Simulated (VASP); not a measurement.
# Sc (Im-3m) in VASP: notebook

The runs below take Sc through relaxation of cell and atoms, single point, with r2SCAN.

All numbers are computed with VASP 6.6.1; they aren't measurements. Logs are shortened: lines on timing, memory, paths and dates and some standing lists are left out, and cuts for length are marked.

**1. The structure**

Symmetry: Im-3m, No. 229, cubic system. Conventional cell: a = 3.296 Å, b = 3.296 Å, c = 3.296 Å, α = 90.00°, β = 90.00°, γ = 90.00°. Sc (site symmetry m-3m) has 8 Sc at 2.85 Å as nearest neighbours.

The cell was built by a generator and needn't be a form met in nature.

**2. Relaxation of cell and atoms, r2SCAN, target pressure 20 GPa, at which the enthalpy is minimised**

Input file POSCAR:

```
Sc
1.0
   -1.6480790000      1.6480790000      1.6480790000
    1.6480790000     -1.6480790000      1.6480790000
    1.6480790000      1.6480790000     -1.6480790000
Sc
1
Direct
    0.0000000000      0.0000000000      0.0000000000
```

Input file INCAR.step1:

```
  PREC = Accurate
  ENCUT = 600
  ISMEAR = -1
  SIGMA = 0.1
  LREAL = F
  LASPH = T
  NELM = 100
  GGA = PE
  ALGO = Normal
  EDIFF = 1E-4
  LWAVE = T
  LCHARG = F
```

Input file INCAR.step2:

```
  PREC = Accurate
  ENCUT = 600
  EDIFF = 1E-6
  ISMEAR = -1
  SIGMA = 0.1
  LREAL = F
  LASPH = T
  NELM = 100
  ALGO = Normal
  ISIF = 3
  LWAVE = F
  LCHARG = F
  METAGGA = R2SCAN
  LMIXTAU = T
  IBRION = 2
  NSW = 80
  EDIFFG = -0.01
  PSTRESS = 200.0
  ISTART = 1
```

Input file KPOINTS:

```
Automatic mesh
0
Gamma
  14 14 14
```

Potentials or basis: VASP PAW PBE potentials, release 64 (Sc_sv).

On the command line:

```sh
$ cat potpaw_PBE.64/Sc_sv/POTCAR > POTCAR
$ cp INCAR.step1 INCAR
$ mpirun -np 1 vasp_std > vasp.out
$ cp INCAR.step2 INCAR
$ mpirun -np 1 vasp_std > vasp.out
```

OUTCAR:

```text
PREC = Accurate
   ENCUT = 600
   EDIFF = 1E-6
   ISMEAR = -1
   LREAL = F
   LASPH = T
   NELM = 100
   ISIF = 3
   METAGGA = R2SCAN
   IBRION = 2
   NSW = 80
   EDIFFG = -0.01
   PSTRESS = 200.0
   ISTART = 1

 ion  position               nearest neighbor table
   1  0.000  0.000  0.000-

  LATTYP: Found a body centered cubic cell.
 ALAT       =     3.2961580000

  Lattice vectors:

 A1 = (  -1.6480790000,   1.6480790000,   1.6480790000)
 A2 = (   1.6480790000,  -1.6480790000,   1.6480790000)
 A3 = (   1.6480790000,   1.6480790000,  -1.6480790000)

Analysis of symmetry for initial positions (statically):
=====================================================================
 Subroutine PRICEL returns:
 Original cell was already a primitive cell.

 Routine SETGRP: Setting up the symmetry group for a
 body centered cubic supercell.

 Subroutine GETGRP returns: Found 48 space group operations
 (whereof 48 operations were pure point group operations)
 out of a pool of 48 trial point group operations.

The static configuration has the point symmetry O_h .

Analysis of symmetry for dynamics (positions and initial velocities):
=====================================================================
 Subroutine PRICEL returns:
 Original cell was already a primitive cell.

 Routine SETGRP: Setting up the symmetry group for a
 body centered cubic supercell.

 Subroutine GETGRP returns: Found 48 space group operations
 (whereof 48 operations were pure point group operations)
 out of a pool of 48 trial point group operations.

The dynamic configuration has the point symmetry O_h .

 Subroutine INISYM returns: Found 48 space group operations
 (whereof 48 operations are pure point group operations),
 and found     1 'primitive' translations

----------------------------------------------------------------------------------------

                                     Primitive cell

  volume of cell :      17.9058

  direct lattice vectors                    reciprocal lattice vectors
    -1.648079000  1.648079000  1.648079000     0.000000000  0.303383515  0.303383515
     1.648079000 -1.648079000  1.648079000     0.303383515  0.000000000  0.303383515
     1.648079000  1.648079000 -1.648079000     0.303383515  0.303383515  0.000000000

  length of vectors
     2.854556563  2.854556563  2.854556563     0.429049081  0.429049081  0.429049081

  position of ions in fractional coordinates (direct lattice)
     0.000000000  0.000000000  0.000000000

  ion indices of the primitive-cell ions
   primitive index   ion index
                 1           1

----------------------------------------------------------------------------------------

 KPOINTS: Automatic mesh

Automatic generation of k-mesh.
 Grid dimensions read from file:
 generate k-points for:   14   14   14

 Generating k-lattice:

  Cartesian coordinates                     Fractional coordinates (reciprocal lattice)
     0.000000000  0.021670251  0.021670251     0.071428571  0.000000000  0.000000000
     0.021670251  0.000000000  0.021670251     0.000000000  0.071428571  0.000000000
     0.021670251  0.021670251  0.000000000     0.000000000  0.000000000  0.071428571

  Length of vectors
     0.030646363  0.030646363  0.030646363

  Shift w.r.t. Gamma in fractional coordinates (k-lattice)
     0.000000000  0.000000000  0.000000000

 Subroutine IBZKPT returns following result:
 ===========================================

 Found    104 irreducible k-points:

 Following reciprocal coordinates:
            Coordinates               Weight
  0.000000  0.000000  0.000000      1.000000
  0.071429  0.000000  0.000000     12.000000
  0.142857  0.000000  0.000000     12.000000
  0.214286  0.000000  0.000000     12.000000
  0.285714  0.000000  0.000000     12.000000
  0.357143  0.000000  0.000000     12.000000
[... 16 lines left out ...]
  0.285714  0.285714  0.000000     24.000000
  0.357143  0.285714  0.000000     24.000000
 [... further k-points ...]
   k-points           NKPTS =    104   k-points in BZ     NKDIM =    104   number of bands    NBANDS=      9
   number of dos      NEDOS =    301   number of ions     NIONS =      1
   total plane-waves  NPLWV =  13824
   dimension x,y,z NGX =    24 NGY =   24 NGZ =   24
   dimension x,y,z NGXF=    48 NGYF=   48 NGZF=   48
   ions per type =               1
   NGX,Y,Z   is equivalent  to a cutoff of  13.98, 13.98, 13.98 a.u.
   NGXF,Y,Z  is equivalent  to a cutoff of  27.95, 27.95, 27.95 a.u.
 SYSTEM =  unknown system
   PREC   = accura    normal or accurate (medium, high low for compatibility)
   ISTART =      1    job   : 0-new  1-cont  2-samecut
   ICHARG =      0    charge: 1-file 2-atom 10-const
   ISPIN  =      1    spin polarized calculation?
   LNONCOLLINEAR =      F non collinear calculations
   LSORBIT =      F    spin-orbit coupling
   LASPH  =      T    aspherical Exc in radial PAW
   ENCUT  =  600.0 eV  44.10 Ry    6.64 a.u.   5.70  5.70  5.70*2*pi/ulx,y,z
   NELM   =    100;   NELMIN=  2; NELMDL=  0     # of ELM steps
   EDIFF  = 0.1E-05   stopping-criterion for ELM
   LREAL  =      F    real-space projection
   EDIFFG = -.1E-01   stopping-criterion for IOM
   NSW    =     80    number of steps for IOM
   IBRION =      2    ionic relax: 0-MD 1-quasi-New 2-CG
   NFREE  =      1    steps in history (QN), initial steepest desc. (CG)
   ISIF   =      3    stress and relaxation
   ISYM   =      2    0-nonsym 1-usesym 2-fastsym
   POTIM  = 0.5000    time-step for ionic-motion
   TEBEG  =    0.0;   TEEND  =   0.0 temperature during run
   PSTRESS=  200.0 pullay stress
   NELECT =      11.0000    total number of electrons
   NUPDOWN=      -1.0000    fix difference up-down
   EMIN   =  10.00;   EMAX   =-10.00  energy-range for DOS
   EFERMI =   0.00;   METHOD = LEGACY
   ISMEAR =    -1;   SIGMA  =   0.10  broadening in eV -4-tet -1-fermi 0-gaus
   EFERMI_NEDOS =   21; number of points for ismear=-14 and -15
   IALGO  =     38    algorithm
   IMIX   =      4    mixing-type and parameters
     AMIX     =   0.40;   BMIX     =  1.00
     AMIX_MAG =   1.60;   BMIX_MAG =  1.00
  volume/ion in A,a.u.               =      17.91       120.83
  Fermi-wavevector in a.u.,A,eV,Ry     =   1.391685  2.629904 26.351600  1.936788
  Thomas-Fermi vector in A             =   2.515501
   LORBIT       =      0    0 simple, 1 ext, 2 COOP (PROOUT), +10 PAW based schemes
   METAGGA = R2SCAN    functional components
   LHFCALC =     F    Hartree Fock is set to
   AEXX    =    0.0000 exact exchange contribution
   IVDW    =     0    specifies the selected vdW correction
   LEPSILON=     F    determine dielectric tensor
   LRPA    =     F    only Hartree local field effects (RPA)
 conjugate gradient relaxation of ions
 non-spin polarized calculation
  energy-cutoff  :      600.00
  volume of cell :       17.91
 maximum number of plane-waves:       616
   NGX = 11   NGY = 11   NGZ = 11

--------------------------------------- Ionic step        1  -------------------------------------------

 number of electron      11.0000002 magnetization

 Free energy of the ion-electron system (eV)
  ---------------------------------------------------
  ext. energy  EPLUGINS =         0.00000000
  ---------------------------------------------------
  free energy    TOTEN  =       -10.74738775 eV

  energy without entropy =      -10.69202620  energy(sigma->0) =      -10.71970698

------------------------ aborting loop because EDIFF is reached ----------------------------------------

  FORCE on cell =-STRESS in cart. coord.  units (eV):
  Direction    XX          YY          ZZ          XY          YZ          ZX
  --------------------------------------------------------------------------------------
  -------------------------------------------------------------------------------------
  Total        3.4554498      3.4554498      3.4554498      0.0000000     -0.0000000      0.0000000
  in kB      309.1869106    309.1869106    309.1869106      0.0000000     -0.0000000      0.0000000
  external PRESSURE =     109.1869106 kB  Pullay stress =     200.0000000 kB

 VOLUME and BASIS-vectors are now :
 -----------------------------------------------------------------------------
  energy-cutoff  :      600.00
  volume of cell :       17.91
      direct lattice vectors                 reciprocal lattice vectors
    -1.648079000  1.648079000  1.648079000     0.000000000  0.303383515  0.303383515
     1.648079000 -1.648079000  1.648079000     0.303383515  0.000000000  0.303383515
     1.648079000  1.648079000 -1.648079000     0.303383515  0.303383515  0.000000000
[... 44 lines left out ...]
  FREE ENERGIE OF THE ION-ELECTRON SYSTEM (eV)
  ---------------------------------------------------
  free  energy   TOTEN  =       -11.1796389867 eV

  energy  without entropy=      -11.1170335466  energy(sigma->0) =      -11.14833627

  enthalpy is  TOTEN    =        -8.5260115484 eV   P V=        2.6536274383

--------------------------------------- Ionic step        3  -------------------------------------------

 number of electron      10.9999997 magnetization

 Free energy of the ion-electron system (eV)
  ---------------------------------------------------
  ext. energy  EPLUGINS =         0.00000000
  ---------------------------------------------------
  free energy    TOTEN  =       -11.02014421 eV

  energy without entropy =      -10.96116219  energy(sigma->0) =      -10.99065320

 E-fermi :   5.3624     XC(G=0): -11.6245

 val. band max:        5.3537914556   @ k =  -0.4286  -0.4286   0.0714
 cond. band min:       5.3628133040   @ k =   0.3571   0.2143   0.0000
 fundamental gap:      0.0090218484
 Fermi energy:         5.3624421753

 k-point     1 :       0.0000    0.0000    0.0000
  band No.  band energies     occupation
      1     -45.7855      2.00000
      2     -23.0176      2.00000
      3     -23.0176      2.00000
      4     -23.0175      2.00000
      5      -0.6327      2.00000
      6       7.3784      0.00000
      7       7.3784      0.00000
      8       7.3784      0.00000
      9       9.1321      0.00000

 k-point     2 :       0.0714    0.0000    0.0000
  band No.  band energies     occupation
      1     -45.7773      2.00000
      2     -23.0623      2.00000
      3     -23.0304      2.00000
      4     -23.0181      2.00000
      5      -0.4552      2.00000
      6       7.2771      0.00000
      7       7.3347      0.00000
      8       7.5162      0.00000
      9       9.0097      0.00000
[... 253 lines left out ...]
 k-point    24 :       0.3571    0.2857    0.0000
  band No.  band energies     occupation
      1     -45.5978      2.00000
      2     -23.6623      2.00000
      3     -23.5285      2.00000
      4     -23.1197      2.00000
      5       4.6267      1.99873
      6       5.2067      1.65211
      7       5.2501      1.50916
      8       9.3467      0.00000
      9       9.6174      0.00000

 [... further k-points ...]

------------------------ aborting loop because EDIFF is reached ----------------------------------------

  FORCE on cell =-STRESS in cart. coord.  units (eV):
  Direction    XX          YY          ZZ          XY          YZ          ZX
  --------------------------------------------------------------------------------------
  -------------------------------------------------------------------------------------
  Total        2.4426947      2.4426947      2.4426947      0.0000000      0.0000000      0.0000000
  in kB      199.2256177    199.2256177    199.2256177      0.0000000      0.0000000      0.0000000
  external PRESSURE =      -0.7743823 kB  Pullay stress =     200.0000000 kB

 VOLUME and BASIS-vectors are now :
 -----------------------------------------------------------------------------
  energy-cutoff  :      600.00
  volume of cell :       19.64
      direct lattice vectors                 reciprocal lattice vectors
    -1.699775372  1.699775372  1.699775372     0.000000000  0.294156515  0.294156515
     1.699775372 -1.699775372  1.699775372     0.294156515  0.000000000  0.294156515
     1.699775372  1.699775372 -1.699775372     0.294156515  0.294156515  0.000000000

 POSITION                                       TOTAL-FORCE (eV/Angst)
 -----------------------------------------------------------------------------------
      0.00000     -0.00000      0.00000        -0.000000      0.000000      0.000000
 -----------------------------------------------------------------------------------
    total drift:                                0.000000      0.000000      0.000000

  FREE ENERGIE OF THE ION-ELECTRON SYSTEM (eV)
  ---------------------------------------------------
  free  energy   TOTEN  =       -11.0201442127 eV

  energy  without entropy=      -10.9611621923  energy(sigma->0) =      -10.99065320

  enthalpy is  TOTEN    =        -8.5679548643 eV   P V=        2.4521893484

 reached required accuracy - stopping structural energy minimisation
```

Wall time 58 s (1 thread of Intel Xeon 6975P-C (Granite Rapids), shared host); peak memory 0.17 GiB.

Results:

* Free energy: -11.0201 eV
* Relaxed volume: 19.64 Å³/atom
* Relaxed cell: a = 2.944 Å, b = 2.944 Å, c = 2.944 Å, α = 109.47°, β = 109.47°, γ = 109.47°
* Space group after relaxing (to 0.05 Å): Im-3m (No. 229)
* Energy change on relaxing (the enthalpy is what falls): -272.8 meV/atom
* Ionic steps: 3
* Pressure after relaxing: 19.9 GPa
* Band gap on the k mesh: none (metal or under the smearing width)

Step by step:
```
step  energy change (eV)  largest force (eV/Å)  pressure (GPa)  volume (Å³)
   1              0.0000                0.0000           30.92        17.91
   2             -0.4323                0.0000           12.09        21.26
   3             -0.2728                0.0000           19.92        19.64
```

Final structure:
```xyz
1
Lattice="-1.6998 1.6998 1.6998 1.6998 -1.6998 1.6998 1.6998 1.6998 -1.6998" Properties=species:S:1:pos:R:3 pbc="T T T"
Sc    0.0000    0.0000    0.0000
```

Caveat: the cell is relaxed towards a set pressure, so the enthalpy falls and the energy may rise; the PAW data sets were made with another functional, which shifts forces and pressure a little.

(Continued in part 2 of 2.)
